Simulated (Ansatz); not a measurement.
# In (I4/mmm): several responses side by side

The conventional cell has a = 3.189 Å, b = 3.189 Å, c = 5.022 Å, α = 90.00°, β = 90.00°, γ = 90.00°. In (atom 1) is surrounded by 12 In at 3.19 to 3.37 Å.

Ansatz runs use the cell relaxed by PAW under their functional.

(1) What do its conduction electrons give? (PBEsol, all-electron LAPW in Ansatz 0.2.0, scalar-relativistic; a = 3.189, c = 5.022 Å; k mesh 16×16×16, fine mesh 24×24×24, Fermi-Dirac smearing of 0.050 eV, basis error target 1 meV/atom)

(2) How stiff is it? (PBEsol, PAW on Ansatz 0.2.0's default frozen-core files (fitted under PBE), scalar-relativistic; a = 3.213, c = 4.952 Å; k mesh 26×26×26, strains of ±0.003, Fermi-Dirac smearing of 0.080 eV, cutoff 420 eV)

(3) How does it vibrate? (PBEsol, all-electron LAPW in Ansatz 0.2.0, scalar-relativistic; a = 3.227, c = 4.912 Å; k mesh 22×22×22, Fermi-Dirac smearing of 0.100 eV, basis error target 0.5 meV/atom; q mesh 2×2×2)

(4) Does the elastic Debye temperature match the top of the phonon spectrum?

## Answers

(1) Fermi-surface sums: N(E_F) = 0.42 states/eV/atom, ħω_p (r.m.s. of x, y, z) = 10.6 eV, Fermi speed = 1.57×10⁶ m/s.

(2) Elastic moduli (Hill averages, relaxed ions; θ_D from sound speeds over directions): B = 44.7 GPa, G = 7.0 GPa, C11 = 62.1 GPa, C33 = 48.7 GPa, C44 = 6.9 GPa, ν = 0.425, θ_D = 110 K.

(3) Harmonic phonons by finite displacements (negative means unstable): highest mode = 117 cm⁻¹, lowest at N = 24.1 cm⁻¹, lowest at X = 46.7 cm⁻¹, lowest at M = 49.9 cm⁻¹.

(4) k_Bθ_D corresponds to 76 cm⁻¹, against a highest mode of 117 cm⁻¹ on the mesh, a ratio of 0.65. The Debye cutoff comes from sound speeds alone and needn't equal it.

Caveats: these sums move with the mesh, by several per cent and more for small sheets (Fermi surface); frozen-core PAW files fitted under PBE, their cores solved anew for the functional of the run (moduli); responses of metals move with mesh and smearing (moduli, phonons); elastic stability says nothing of phonons or of other phases (moduli); a very soft zone-boundary mode, near an instability or sensitive to the mesh (phonons).
